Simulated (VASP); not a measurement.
# GaP (F-43m) in VASP: further runs

The runs below take GaP through relaxation of cell and atoms, with PBE.

Everything below comes from runs of VASP 6.6.1. Logs are shortened: lines on timing, memory, paths and dates and some standing lists are left out, and cuts for length are marked.

**1. The structure**

The structure is cubic, space group F-43m (No. 216). Conventional cell: a = 5.451 Å, b = 5.451 Å, c = 5.451 Å, α = 90.00°, β = 90.00°, γ = 90.00°. Around Ga (site symmetry -43m) lie 4 P at 2.36 Å. P (site symmetry -43m) is surrounded by 4 Ga at 2.36 Å.

**2. Relaxation of cell and atoms, PBE**

Contents of INCAR:

```
  ALGO = Normal
  EDIFF = 1E-7
  EDIFFG = -0.005
  ENCUT = 600
  GGA = PE
  IBRION = 2
  ISIF = 3
  ISMEAR = -1
  LASPH = T
  LCHARG = F
  LREAL = F
  LWAVE = F
  NELM = 100
  NSW = 40
  PREC = Accurate
  SIGMA = 0.05
```

Contents of KPOINTS:

```
k-points
0
Gamma
  8 8 8
```

Contents of POSCAR:

```
GaP
1.0
    0.0000000000      2.7252500000      2.7252500000
    2.7252500000      0.0000000000      2.7252500000
    2.7252500000      2.7252500000      0.0000000000
Ga P
1 1
Direct
    0.0000000000      0.0000000000      0.0000000000
    0.7500000000      0.7500000000      0.7500000000
```

Potentials or basis: VASP PAW PBE potentials, release 64 (Ga_d, P).

Launch:

```sh
$ cat potpaw_PBE.64/Ga_d/POTCAR potpaw_PBE.64/P/POTCAR > POTCAR
$ mpirun -np 1 vasp_std > vasp.out
```

OUTCAR:

```text
EDIFF = 1E-7
   EDIFFG = -0.005
   ENCUT = 600
   GGA = PE
   IBRION = 2
   ISIF = 3
   ISMEAR = -1
   LASPH = T
   LREAL = F
   NELM = 100
   NSW = 40
   PREC = Accurate

 ion  position               nearest neighbor table
   1  0.000  0.000  0.000-   2 2.36   2 2.36   2 2.36   2 2.36
   2  0.750  0.750  0.750-   1 2.36   1 2.36   1 2.36   1 2.36

  LATTYP: Found a face centered cubic cell.
 ALAT       =     5.4505000000

  Lattice vectors:

 A1 = (   0.0000000000,   2.7252500000,   2.7252500000)
 A2 = (   2.7252500000,   0.0000000000,   2.7252500000)
 A3 = (   2.7252500000,   2.7252500000,   0.0000000000)

Analysis of symmetry for initial positions (statically):
=====================================================================
 Subroutine PRICEL returns:
 Original cell was already a primitive cell.

 Routine SETGRP: Setting up the symmetry group for a
 face centered cubic supercell.

 Subroutine GETGRP returns: Found 24 space group operations
 (whereof 24 operations were pure point group operations)
 out of a pool of 48 trial point group operations.

The static configuration has the point symmetry T_d .

Analysis of symmetry for dynamics (positions and initial velocities):
=====================================================================
 Subroutine PRICEL returns:
 Original cell was already a primitive cell.

 Routine SETGRP: Setting up the symmetry group for a
 face centered cubic supercell.

 Subroutine GETGRP returns: Found 24 space group operations
 (whereof 24 operations were pure point group operations)
 out of a pool of 48 trial point group operations.

The dynamic configuration has the point symmetry T_d .

 Subroutine INISYM returns: Found 24 space group operations
 (whereof 24 operations are pure point group operations),
 and found     1 'primitive' translations

----------------------------------------------------------------------------------------

                                     Primitive cell

  volume of cell :      40.4808

  direct lattice vectors                    reciprocal lattice vectors
     0.000000000  2.725250000  2.725250000    -0.183469406  0.183469406  0.183469406
     2.725250000  0.000000000  2.725250000     0.183469406 -0.183469406  0.183469406
     2.725250000  2.725250000  0.000000000     0.183469406  0.183469406 -0.183469406

  length of vectors
     3.854085511  3.854085511  3.854085511     0.317778334  0.317778334  0.317778334

  position of ions in fractional coordinates (direct lattice)
     0.000000000  0.000000000  0.000000000
[... 96 lines left out ...]
   IMIX   =      4    mixing-type and parameters
     AMIX     =   0.40;   BMIX     =  1.00
     AMIX_MAG =   1.60;   BMIX_MAG =  1.00
  volume/ion in A,a.u.               =      20.24       136.59
  Fermi-wavevector in a.u.,A,eV,Ry     =   1.249538  2.361284 21.243377  1.561344
  Thomas-Fermi vector in A             =   2.383574
   LORBIT       =      0    0 simple, 1 ext, 2 COOP (PROOUT), +10 PAW based schemes
   GGA     = PE    functional components
   LHFCALC =     F    Hartree Fock is set to
   AEXX    =    0.0000 exact exchange contribution
   IVDW    =     0    specifies the selected vdW correction
   LEPSILON=     F    determine dielectric tensor
   LRPA    =     F    only Hartree local field effects (RPA)
 conjugate gradient relaxation of ions
 non-spin polarized calculation
  energy-cutoff  :      600.00
  volume of cell :       40.48
 maximum number of plane-waves:      1365
   NGX = 15   NGY = 15   NGZ = 15

--------------------------------------- Ionic step        1  -------------------------------------------

 number of electron      18.0000003 magnetization

 Free energy of the ion-electron system (eV)
  ---------------------------------------------------
  ext. energy  EPLUGINS =         0.00000000
  ---------------------------------------------------
  free energy    TOTEN  =        -9.11605108 eV

  energy without entropy =       -9.11605108  energy(sigma->0) =       -9.11605108

------------------------ aborting loop because EDIFF is reached ----------------------------------------

  FORCE on cell =-STRESS in cart. coord.  units (eV):
  Direction    XX          YY          ZZ          XY          YZ          ZX
  --------------------------------------------------------------------------------------
  -------------------------------------------------------------------------------------
  Total        0.6227403      0.6227403      0.6227403      0.0000000      0.0000000     -0.0000000
  in kB       24.6472544     24.6472544     24.6472544      0.0000000      0.0000000     -0.0000000
  external PRESSURE =      24.6472544 kB  Pullay stress =       0.0000000 kB
[... 59 lines left out ...]
--------------------------------------- Ionic step        3  -------------------------------------------

 number of electron      17.9999991 magnetization

 Free energy of the ion-electron system (eV)
  ---------------------------------------------------
  ext. energy  EPLUGINS =         0.00000000
  ---------------------------------------------------
  free energy    TOTEN  =        -9.12526473 eV

  energy without entropy =       -9.12526473  energy(sigma->0) =       -9.12526473

 E-fermi :   5.1238     XC(G=0):  -9.6966

 val. band max:        4.3508091764   @ k =   0.0000   0.0000   0.0000
 cond. band min:       5.9298047977   @ k =   0.0000   0.0000   0.0000
 fundamental gap:      1.5789956213
 Fermi energy:         5.1238377692

 k-point     1 :       0.0000    0.0000    0.0000
  band No.  band energies     occupation
      1     -10.1535      2.00000
      2     -10.1535      2.00000
      3     -10.1535      2.00000
      4     -10.0627      2.00000
      5     -10.0627      2.00000
      6      -7.9191      2.00000
      7       4.3508      2.00000
      8       4.3508      2.00000
      9       4.3508      2.00000
     10       5.9298      0.00000
     11       8.2463      0.00000
     12       8.2464      0.00000
     13       8.2464      0.00000
[... 354 lines left out ...]
  band No.  band energies     occupation
      1     -10.2320      2.00000
      2     -10.1255      2.00000
      3     -10.1146      2.00000
      4     -10.0671      2.00000
      5     -10.0561      2.00000
      6      -5.5614      2.00000
      7      -1.9227      2.00000
      8       1.2666      2.00000
      9       2.4972      2.00000
     10       7.7183      0.00000
     11       8.6696      0.00000
     12      10.7233      0.00000
     13      12.1862      0.00000

 [... further k-points ...]
[... 5 lines left out ...]
  --------------------------------------------------------------------------------------
  -------------------------------------------------------------------------------------
  Total       -0.0002678     -0.0002678     -0.0002678      0.0000000      0.0000000     -0.0000000
  in kB       -0.0102847     -0.0102847     -0.0102847      0.0000000      0.0000000     -0.0000000
  external PRESSURE =      -0.0102847 kB  Pullay stress =       0.0000000 kB
[... 17 lines left out ...]
  FREE ENERGIE OF THE ION-ELECTRON SYSTEM (eV)
  ---------------------------------------------------
  free  energy   TOTEN  =        -9.1252647295 eV

  energy  without entropy=       -9.1252647252  energy(sigma->0) =       -9.12526473

 reached required accuracy - stopping structural energy minimisation
```

OSZICAR:

```text
N       E                     dE             d eps       ncg     rms          rms(c)
DAV:   1     0.860645435799E+02    0.86065E+02   -0.99032E+03   770   0.213E+03
DAV:   2    -0.248561605290E+01   -0.88550E+02   -0.85561E+02   809   0.355E+02
DAV:   3    -0.925968323803E+01   -0.67741E+01   -0.67380E+01   964   0.786E+01
[... 28 lines left out ...]
DAV:   5    -0.912526494688E+01    0.10031E-03   -0.65719E-05  1037   0.124E-01    0.128E-02
DAV:   6    -0.912526433367E+01    0.61321E-06   -0.33948E-06  1078   0.246E-02    0.616E-03
DAV:   7    -0.912526455280E+01   -0.21914E-06   -0.29968E-07   891   0.779E-03    0.316E-03
DAV:   8    -0.912526473054E+01   -0.17774E-06   -0.13763E-07   697   0.417E-03    0.466E-04
DAV:   9    -0.912526472948E+01    0.10596E-08   -0.66765E-09   397   0.905E-04
   3 F= -.91252647E+01 E0= -.91252647E+01  d E =-.921365E-02
```

CONTCAR:

```text
GaP
   1.00000000000000
     0.0000000000000000    2.7526608136306687    2.7526608136306687
     2.7526608136306687    0.0000000000000000    2.7526608136306687
     2.7526608136306687    2.7526608136306687    0.0000000000000000
  Ga              P
     1     1
Direct
     0.0000000000000000    0.0000000000000000    0.0000000000000000
     0.7500000000000000    0.7500000000000000    0.7500000000000000

  0.00000000E+00  0.00000000E+00  0.00000000E+00
  0.00000000E+00  0.00000000E+00  0.00000000E+00
```

It took 44 s on 1 thread of Intel Xeon Platinum 8488C (Sapphire Rapids), shared host; peak memory 0.19 GiB.

Results:

```yaml
Free_energy: -9.1253 eV
Relaxed_volume: 20.86 Å³/atom
Relaxed_cell: a = 3.893 Å, b = 3.893 Å, c = 3.893 Å, α = 60.00°, β = 60.00°, γ = 60.00°
Space_group_after_relaxing_to_0.05_Å: F-43m (No. 216)
Energy_gained_by_relaxing: 4.6 meV/atom
Ionic_steps: 3
Pressure_after_relaxing: 0.0 GPa
Band_gap_on_the_k_mesh: 1.58 eV, direct
```

The path:
| step | energy change (eV) | largest force (eV/Å) | pressure (GPa) | volume (Å³) |
| --- | --- | --- | --- | --- |
| 1 | 0.0000 | 0.0000 | 2.46 | 40.48 |
| 2 | -0.0071 | 0.0000 | -1.06 | 42.33 |
| 3 | -0.0092 | 0.0000 | 0.00 | 41.71 |

Final structure:
```
Ga P
1.0
     0.00000    2.75266    2.75266
     2.75266    0.00000    2.75266
     2.75266    2.75266    0.00000
Ga P
1 1
Direct
  0.00000 0.00000 0.00000
  0.75000 0.75000 0.75000
```

**3. Relaxation of cell and atoms, PBE**

Contents of INCAR:

```
ALGO = Normal
EDIFF = 1E-6
EDIFFG = -0.005
ENCUT = 680
GGA = PE
IBRION = 2
ISIF = 3
ISMEAR = -1
LASPH = T
LCHARG = F
LREAL = F
LWAVE = F
NELM = 80
NSW = 40
PREC = Accurate
SIGMA = 0.05
```

KPOINTS is that of step 2.

POSCAR is that of step 2.

Potentials or basis: VASP PAW PBE potentials, release 64 (Ga_d_GW, P_GW).

Launch:

```sh
$ cat potpaw_PBE.64/Ga_d_GW/POTCAR potpaw_PBE.64/P_GW/POTCAR > POTCAR
$ mpirun -np 1 vasp_std > vasp.out
```

OUTCAR:

```text
EDIFF = 1E-6
   EDIFFG = -0.005
   ENCUT = 680
   GGA = PE
   IBRION = 2
   ISIF = 3
   ISMEAR = -1
   LASPH = T
   LREAL = F
   NELM = 80
   NSW = 40
   PREC = Accurate

 ion  position               nearest neighbor table
   1  0.000  0.000  0.000-   2 2.36   2 2.36   2 2.36   2 2.36
   2  0.750  0.750  0.750-   1 2.36   1 2.36   1 2.36   1 2.36

  LATTYP: Found a face centered cubic cell.
 ALAT       =     5.4505000000

  Lattice vectors:

 A1 = (   0.0000000000,   2.7252500000,   2.7252500000)
 A2 = (   2.7252500000,   0.0000000000,   2.7252500000)
 A3 = (   2.7252500000,   2.7252500000,   0.0000000000)

Analysis of symmetry for initial positions (statically):
=====================================================================
 Subroutine PRICEL returns:
 Original cell was already a primitive cell.

 Routine SETGRP: Setting up the symmetry group for a
 face centered cubic supercell.

 Subroutine GETGRP returns: Found 24 space group operations
 (whereof 24 operations were pure point group operations)
 out of a pool of 48 trial point group operations.

The static configuration has the point symmetry T_d .

Analysis of symmetry for dynamics (positions and initial velocities):
=====================================================================
 Subroutine PRICEL returns:
 Original cell was already a primitive cell.
[... 372 lines left out ...]
--------------------------------------- Ionic step        7  -------------------------------------------

 number of electron      18.0000003 magnetization

 Free energy of the ion-electron system (eV)
  ---------------------------------------------------
  ext. energy  EPLUGINS =         0.00000000
  ---------------------------------------------------
  free energy    TOTEN  =        -9.11268373 eV

  energy without entropy =       -9.11268372  energy(sigma->0) =       -9.11268373

 E-fermi :   4.8281     XC(G=0):  -9.8118

 val. band max:        4.0570779539   @ k =   0.0000   0.0000   0.0000
 cond. band min:       5.6251327144   @ k =   0.0000   0.0000   0.0000
 fundamental gap:      1.5680547606
 Fermi energy:         4.8281011291

 k-point     1 :       0.0000    0.0000    0.0000
  band No.  band energies     occupation
      1     -10.4303      2.00000
      2     -10.4303      2.00000
      3     -10.4303      2.00000
      4     -10.3397      2.00000
      5     -10.3397      2.00000
      6      -8.2071      2.00000
      7       4.0571      2.00000
      8       4.0571      2.00000
      9       4.0571      2.00000
     10       5.6251      0.00000
     11       7.9494      0.00000
     12       7.9494      0.00000
     13       7.9494      0.00000
[... 354 lines left out ...]
  band No.  band energies     occupation
      1     -10.5092      2.00000
      2     -10.4022      2.00000
      3     -10.3914      2.00000
      4     -10.3441      2.00000
      5     -10.3330      2.00000
      6      -5.8541      2.00000
      7      -2.2133      2.00000
      8       0.9754      2.00000
      9       2.2052      2.00000
     10       7.4215      0.00000
     11       8.3722      0.00000
     12      10.4193      0.00000
     13      11.8731      0.00000

 [... further k-points ...]
[... 5 lines left out ...]
  --------------------------------------------------------------------------------------
  -------------------------------------------------------------------------------------
  Total       -0.0052888     -0.0052888     -0.0052888     -0.0000000      0.0000000     -0.0000000
  in kB       -0.2029581     -0.2029581     -0.2029581     -0.0000000      0.0000000     -0.0000000
  external PRESSURE =      -0.2029581 kB  Pullay stress =       0.0000000 kB
[... 17 lines left out ...]
  FREE ENERGIE OF THE ION-ELECTRON SYSTEM (eV)
  ---------------------------------------------------
  free  energy   TOTEN  =        -9.1126837278 eV

  energy  without entropy=       -9.1126837234  energy(sigma->0) =       -9.11268373

 reached required accuracy - stopping structural energy minimisation
```

It took 90 s on 1 thread of Intel Xeon Platinum 8488C (Sapphire Rapids), shared host; peak memory 0.22 GiB.

What came out:

```
Free energy                            : -9.1127 eV
Relaxed volume                         : 20.88 Å³/atom
Relaxed cell                           : a = 3.894 Å, b = 3.894 Å, c = 3.894 Å, α = 60.00°, β = 60.00°, γ = 60.00°
Space group after relaxing (to 0.05 Å) : F-43m (No. 216)
Energy gained by relaxing              : 4.7 meV/atom
Ionic steps                            : 7
Pressure after relaxing                : 0.0 GPa
Band gap on the k mesh                 : 1.57 eV, direct
```

Step by step:
| step | energy change (eV) | largest force (eV/Å) | pressure (GPa) | volume (Å³) |
| --- | --- | --- | --- | --- |
| 1 | 0.0000 | 0.0000 | 2.53 | 40.48 |
| 2 | -0.0069 | 0.0000 | -1.32 | 42.38 |
| 3 | -0.0094 | 0.0000 | 0.57 | 41.71 |
| 4 | -0.0092 | 0.0000 | -0.55 | 41.91 |
| 5 | -0.0094 | 0.0000 | -0.10 | 41.82 |
| 6 | -0.0094 | 0.0000 | -0.08 | 41.79 |
| 7 | -0.0094 | 0.0000 | -0.02 | 41.75 |

Final structure:
```
Ga P
1.0
     0.00000    2.75346    2.75346
     2.75346    0.00000    2.75346
     2.75346    2.75346    0.00000
Ga P
1 1
Direct
  0.00000 0.00000 0.00000
  0.75000 0.75000 0.75000
```

Levels at points of the mesh, in eV from the valence-band top:
```csv
k point,band 6,band 7,band 8,band 9,band 10,band 11,band 12,band 13
"(0.00, 0.00, 0.00)",-12.26,0.00,0.00,0.00,1.57,3.89,3.89,3.89
"(0.50, 0.00, 0.00)",-10.30,-6.46,-1.07,-1.07,1.58,4.72,4.72,8.22
"(0.50, 0.50, 0.00)",-9.44,-6.61,-2.58,-2.58,1.72,1.85,10.35,10.35
```

A k mesh can miss the band edges. Zero-point motion and thermal expansion aren't in these numbers.
